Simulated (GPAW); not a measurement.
# TaN (Fm-3m) in GPAW: a series of runs

One crystal, TaN, is run at these levels: PBE; tasks: single point.

Everything below comes from runs of GPAW 26.7.0. Logs are shortened: lines on timing, memory, paths and dates and some standing lists are left out, and cuts for length are marked. The log counts tension as positive stress, the text compression.

## 1. Starting point

Symmetry: Fm-3m, No. 225, cubic system. Conventional cell: a = 4.423 Å, b = 4.423 Å, c = 4.423 Å, α = 90.00°, β = 90.00°, γ = 90.00°. Ta (site symmetry m-3m) is surrounded by 6 N at 2.21 Å. Around N (site symmetry m-3m) lie 6 Ta at 2.21 Å.

The cell comes from a database or a generator and needn't be the stable form of this composition.

## 2. Single point, PBE

Input file run.py:

```python
from ase import Atoms
from ase.dft.bandgap import bandgap
from ase.io import write
from ase.units import GPa
from gpaw import GPAW, PW

atoms = Atoms(['Ta', 'N'],
              cell=[[0.0, 2.211323, 2.211323],
                    [2.211323, 0.0, 2.211323],
                    [2.211323, 2.211323, 0.0]],
              scaled_positions=[[0.5, 0.5, 0.5],
                                [0.0, 0.0, 0.0]],
              pbc=True)

calc = GPAW(mode=PW(800),
            xc='PBE',
            kpts={'size': (10, 10, 10), 'gamma': True},
            occupations={'name': 'methfessel-paxton', 'order': 0, 'width': 0.026000000000000002},
            nbands=19,
            convergence={'density': 1e-05, 'energy': 1e-05},
            maxiter=150,
            txt='gpaw.txt')
atoms.calc = calc
energy = atoms.get_potential_energy()
forces = atoms.get_forces()
stress = atoms.get_stress()
calc.write('gs.gpw')
write('result.traj', atoms)
print(f'Energy: {energy:.6f} eV')
print('Forces (eV/A):')
print(forces.round(4))
print('Stress (GPa):', (stress / GPa).round(3))
print('Fermi level:', round(calc.get_fermi_level(), 4), 'eV')
print(f'Gap: {bandgap(calc)[0]:.4f} eV, direct: {bandgap(calc, direct=True)[0]:.4f} eV')
```

Potentials or basis: GPAW PAW data sets (gpaw-data 1.2.1), pw.

The run is started by

```sh
$ OMP_NUM_THREADS=1 python run.py
```

gpaw.txt:

```text
__  _  _
 | _ |_)|_||  |
 |__||  | ||/\| - 26.7.0

Input parameters:
  mode=PW(ecut=800.0),
  convergence={'density': 1e-05, 'energy': 1e-05},
  kpts=MonkhorstPack(size=(10, 10, 10), gamma=True),
  maxiter=150,
  nbands=19,
  occupations=Occupations(name='methfessel-paxton', order=0, width=0.026000000000000002),
  xc=XC(name='PBE')

Diagonalizing LCAO Hamiltonian
Converting LCAO to pw mode

              Ta

       N

Atoms  # Å, Bohr magnetons
|   | symbol |        x |        y |        z |    initial magnetic moments |
|---|--------|----------|----------|----------|-----------------------------|
| 0 |     Ta | 2.211323 | 2.211323 | 2.211323 | ( 0.0000,  0.0000,  0.0000) |
| 1 |      N | 0.000000 | 0.000000 | 0.000000 | ( 0.0000,  0.0000,  0.0000) |

Unit cell  # Å
| periodic |        x |        y |        z |  lengths |    angles |
|----------|----------|----------|----------|----------|-----------|
|      yes | 0.000000 | 2.211323 | 2.211323 | 3.127283 | 60.000000 |
|      yes | 2.211323 | 0.000000 | 2.211323 | 3.127283 | 60.000000 |
|      yes | 2.211323 | 2.211323 | 0.000000 | 3.127283 | 60.000000 |

Number of symmetries: 48
Symmetry operations  # r_c * U_cc + t_c -> r_c
|    | kind |            matrix            |
|----|------|------------------------------|
|  0 |  σ   |  1, 0, 0,  1, 0,-1,  1,-1, 0 |
|  1 |  C2  |  1, 0, 0,  1,-1, 0,  1, 0,-1 |
|  2 |  E   |  1, 0, 0,  0, 1, 0,  0, 0, 1 |
|  3 |  σ   |  1, 0, 0,  0, 0, 1,  0, 1, 0 |
|  4 |  C4  |  1, 0,-1,  1, 0, 0,  1,-1, 0 |
|  5 |  S6  |  1, 0,-1,  1,-1, 0,  1, 0, 0 |
|  6 |  σ   |  1, 0,-1,  0, 1,-1,  0, 0,-1 |
|  7 |  C3  |  1, 0,-1,  0, 0,-1,  0, 1,-1 |
|  8 |  S6  |  1,-1, 0,  1, 0, 0,  1, 0,-1 |
|  9 |  C4  |  1,-1, 0,  1, 0,-1,  1, 0, 0 |
| 10 |  C3  |  1,-1, 0,  0,-1, 1,  0,-1, 0 |
| 11 |  σ   |  1,-1, 0,  0,-1, 0,  0,-1, 1 |
| 12 |  σ   |  0, 1, 0,  1, 0, 0,  0, 0, 1 |
| 13 |  C4  |  0, 1, 0,  0, 1,-1, -1, 1, 0 |
| 14 |  C3  |  0, 1, 0,  0, 0, 1,  1, 0, 0 |
| 15 |  S6  |  0, 1, 0, -1, 1, 0,  0, 1,-1 |
| 16 |  C2  |  0, 1,-1,  1, 0,-1,  0, 0,-1 |
| 17 |  σ   |  0, 1,-1,  0, 1, 0, -1, 1, 0 |
| 18 |  S4  |  0, 1,-1,  0, 0,-1,  1, 0,-1 |
| 19 |  C4  |  0, 1,-1, -1, 1, 0,  0, 1, 0 |
| 20 |  C3  |  0, 0, 1,  1, 0, 0,  0, 1, 0 |
| 21 |  σ   |  0, 0, 1,  0, 1, 0,  1, 0, 0 |
| 22 |  S6  |  0, 0, 1,  0,-1, 1, -1, 0, 1 |
| 23 |  C4  |  0, 0, 1, -1, 0, 1,  0,-1, 1 |
| 24 |  S4  |  0, 0,-1,  1, 0,-1,  0, 1,-1 |
| 25 |  C3  |  0, 0,-1,  0, 1,-1,  1, 0,-1 |
| 26 |  C2  |  0, 0,-1,  0,-1, 0, -1, 0, 0 |
| 27 |  S6  |  0, 0,-1, -1, 0, 0,  0,-1, 0 |
| 28 |  S4  |  0,-1, 1,  1,-1, 0,  0,-1, 0 |
| 29 |  C4  |  0,-1, 1,  0, 0, 1, -1, 0, 1 |
| 30 |  C2  |  0,-1, 1,  0,-1, 0,  1,-1, 0 |
| 31 |  σ   |  0,-1, 1, -1, 0, 1,  0, 0, 1 |
| 32 |  C3  |  0,-1, 0,  1,-1, 0,  0,-1, 1 |
| 33 |  S6  |  0,-1, 0,  0, 0,-1, -1, 0, 0 |
| 34 |  S4  |  0,-1, 0,  0,-1, 1,  1,-1, 0 |
| 35 |  C2  |  0,-1, 0, -1, 0, 0,  0, 0,-1 |
| 36 |  C2  | -1, 1, 0,  0, 1, 0,  0, 1,-1 |
| 37 |  S6  | -1, 1, 0,  0, 1,-1,  0, 1, 0 |
| 38 |  S4  | -1, 1, 0, -1, 0, 1, -1, 0, 0 |
| 39 |  C3  | -1, 1, 0, -1, 0, 0, -1, 0, 1 |
| 40 |  S6  | -1, 0, 1,  0, 0, 1,  0,-1, 1 |
| 41 |  C2  | -1, 0, 1,  0,-1, 1,  0, 0, 1 |
| 42 |  C3  | -1, 0, 1, -1, 1, 0, -1, 0, 0 |
| 43 |  S4  | -1, 0, 1, -1, 0, 0, -1, 1, 0 |
| 44 |  C2  | -1, 0, 0,  0, 0,-1,  0,-1, 0 |
| 45 |  i   | -1, 0, 0,  0,-1, 0,  0, 0,-1 |
| 46 |  σ   | -1, 0, 0, -1, 1, 0, -1, 0, 1 |
| 47 |  C2  | -1, 0, 0, -1, 0, 1, -1, 1, 0 |

BZ-sampling:
  Number of BZ points: 1000
  Number of IBZ points: 47

  Monkhorst-Pack size: [10, 10, 10]
  Monkhorst-Pack shift: [0.05, 0.05, 0.05]

K-points  # in reciprocal-cell coordinates
|     |                                coordinates |     weight |
|-----|--------------------------------------------|------------|
|   0 | (  0.00000000,   0.00000000,   0.00000000) | 0.00100000 |
|   1 | (  0.10000000,   0.10000000,   0.00000000) | 0.00600000 |
|   2 | (  0.10000000,   0.10000000,   0.10000000) | 0.00800000 |
|   3 | (  0.20000000,   0.10000000,   0.10000000) | 0.01200000 |
|   4 | (  0.20000000,   0.20000000,   0.00000000) | 0.00600000 |
|   5 | (  0.20000000,   0.20000000,   0.10000000) | 0.02400000 |
|   6 | (  0.20000000,   0.20000000,   0.20000000) | 0.00800000 |
|   7 | (  0.30000000,   0.20000000,   0.10000000) | 0.02400000 |
|   8 | (  0.30000000,   0.20000000,   0.20000000) | 0.02400000 |
|   9 | (  0.30000000,   0.30000000,   0.00000000) | 0.00600000 |
| ... |                                            |            |
|  46 | (  0.50000000,   0.50000000,   0.50000000) | 0.00400000 |

Plane wave coefficients: 1139
Cutoff: 800.0 eV

Spin-components: 1 (collinear spins)
Bands:           19
Projectors:      11
Spin-degeneracy: 2
Datatype:        complex128

Parallelization:
  kpt:    1
  domain: 1
  band:   1

Density:
  Valence electrons: 18.0
  Components: 1
  Grid points: [21 21 21]
  Charge: 0.0  # |e|

Potential:
  Grid points: [21 21 21]

species:
  Ta:
    name:    Tantalum
    Z:       73.0
    valence: 13
    core:    60
    charge:  0.0  # [|e|]
    compensation charges:
      type: gauss
      rc: 0.42  # [Å]
      lmax: 2
    cutoffs:
      filter: 2.36  # [Å]
      core: 3.45  # [Å]
    projectors
    | kind |    occ | energy [eV] | rcut [Å] |
    |------|--------|-------------|----------|
    |   5s |  2.000 |     -72.790 |    1.365 |
    |   6s |  2.000 |      -5.429 |    1.365 |
    |   5p |  6.000 |     -39.427 |    1.349 |
    |   6p |  0.000 |      -1.396 |    1.349 |
    |   5d |  3.000 |      -3.603 |    1.307 |
    |    d |        |      23.609 |    1.307 |

    Using partial waves for Ta as LCAO basis

  N:
    name:    Nitrogen
    Z:       7.0
    valence: 5
    core:    2
    charge:  0.0  # [|e|]
    compensation charges:
      type: gauss
      rc: 0.18  # [Å]
      lmax: 2
    cutoffs:
      filter: 1.11  # [Å]
      core: 0.96  # [Å]
    projectors
    | kind |    occ | energy [eV] | rcut [Å] |
    |------|--------|-------------|----------|
    |   2s |  2.000 |     -18.583 |    0.603 |
    |   2p |  3.000 |      -7.089 |    0.529 |
    |    s |        |       8.629 |    0.603 |
    |    p |        |      20.123 |    0.529 |
    |    d |        |       0.000 |    0.577 |

    Using partial waves for N as LCAO basis

Reference energy: -425654.162905  # eV

eigensolver:
  PPCG
  Converge bands: occupied
  niter=2

density mixing:
  MSR1-Mixer
  Pratt-step length: 0.05
  Maximum mixing coefficient: 0.75
  Old densities: 10
  SVD Regularization: 0.005
  Good broyden scale: 1.0
  Trust region scale: 1.0
  Backstep threshold: 4.0
  History deletion threshold: 6.0
  Fourier metric: weight=20.0, sigma=0.015

occupation numbers:
  Methfessel-Paxton:
    width: 0.0260  # eV
    order: 0

poisson solver:
  ecut: 6400.0  # eV

xc functional:
  name: PBE with 2 nearest neighbor stencil

convergence criteria:
- Maximum integral of absolute [dens]ity change: 1e-05 electrons / valence electron
- Maximum [total energy] change in last 3 cyles: 1e-05 eV / valence electron
- Maximum integral of absolute [eigenst]ate change: 4e-08 eV^2 / valence electron
maximum number of iterations: 150

SCF iterations
|iter     | |      energy | eigst |  dens |
|---------|-|-------------|-------|-------|
|iter:   1| |  -21.705724 | +0.24 |       |
|iter:   2| |  -21.182182 | -2.45 | -0.95 |
|iter:   3| |  -19.984529 | -1.55 | -1.01 |
|iter:   4| |  -19.991521 | -3.26 | -1.70 |
|iter:   5| |  -19.998901 | -3.42 | -1.91 |
|iter:   6| |  -19.998859 | -5.27 | -2.97 |
|iter:   7| |  -19.998867c| -6.92 | -3.63 |
|iter:   8| |  -19.998867c| -7.46c| -4.16 |
|iter:   9| |  -19.998867c| -8.81c| -5.25c|

Converged in 9 steps
Energy contributions relative to reference atoms: (reference = -425654.162905)

Energy contributions:
  Kinetic:          14.927492
  Coulomb:         -15.783426
  Zero:             -0.063877
  External:          0.000000
  Xc:              -19.078747
  Entropy:          -0.000618
  Spinorbit:         0.000000
  ----------------------------
  Free energy:     -19.999176
  Extrapolated:    -19.998867

dipole moment: (-10.973153, -10.973153, -10.973153)  # |e|*Ang

Fermi level: 15.313
Eigenvalues  # (at kpt = [0.000, 0.000, 0.000])
| band index |      eig [eV] | occ [0-2] |
|------------|---------------|-----------|
|          0 |       -54.135 |     2.000 |
|        ... |               |           |
|          3 |       -20.581 |     2.000 |
|          4 |        -3.395 |     2.000 |
|          5 |        11.493 |     2.000 |
|          6 |        11.493 |     2.000 |
|          7 |        11.493 |     2.000 |
|          8 |        13.213 |     2.000 |
[... 8 lines left out ...]
|         17 |        38.962 |     0.000 |
|         18 |        41.400 |     0.000 |

No gap
No difference between direct/indirect transitions

Forces  # eV/Ang
|        x |        y |        z |
|----------|----------|----------|
|  0.00000 | -0.00000 | -0.00000 |  # Ta   0
| -0.00000 |  0.00000 |  0.00000 |  # N    1

Stress tensor  # eV/Ang^3
|        x |        y |        z |
|----------|----------|----------|
| 0.009878 | 0.000000 | 0.000000 |
| 0.000000 | 0.009878 | 0.000000 |
| 0.000000 | 0.000000 | 0.009878 |

# Writing to gs.gpw (mode='')
```

Run time: 25 s. Hardware: 1 thread of Arm Neoverse V1, shared host; peak memory 0.16 GiB.

What came out:

```
Free energy            : -19.9992 eV
Pressure               : -1.6 GPa
Band gap on the k mesh : none (metal or under the smearing width)
```

## 3. Single point, PBE

run.py, as its differences from that of step 2:

```diff
@@ -17,3 +17,3 @@
             kpts={'size': (10, 10, 10), 'gamma': True},
-            occupations={'name': 'methfessel-paxton', 'order': 0, 'width': 0.026000000000000002},
+            occupations={'name': 'methfessel-paxton', 'order': 0, 'width': 0.027000000000000003},
             nbands=19,
```

Potentials or basis: GPAW PAW data sets (gpaw-data 1.2.1), pw.

The run is started by

```sh
$ OMP_NUM_THREADS=1 python run.py
```

It took 26 s on 1 thread of Arm Neoverse V1, shared host; peak memory 0.16 GiB.

Results (log left out):

```yaml
Free_energy: -19.9992 eV
Pressure: -1.6 GPa
Band_gap_on_the_k_mesh: none (metal or under the smearing width)
```

Levels at points of the mesh, in eV from the Fermi level:
| k point | band 7 | band 8 | band 9 | band 10 | band 11 | band 12 |
| --- | --- | --- | --- | --- | --- | --- |
| (0.00, 0.00, 0.00) | -3.82 | -3.82 | -2.10 | -2.10 | -2.10 | 0.02 |
| (0.50, 0.50, 0.00) | -5.38 | -4.64 | -4.64 | 2.01 | 3.38 | 3.38 |
| (0.50, 0.50, 0.50) | -7.47 | -7.47 | 1.79 | 1.79 | 1.89 | 3.69 |
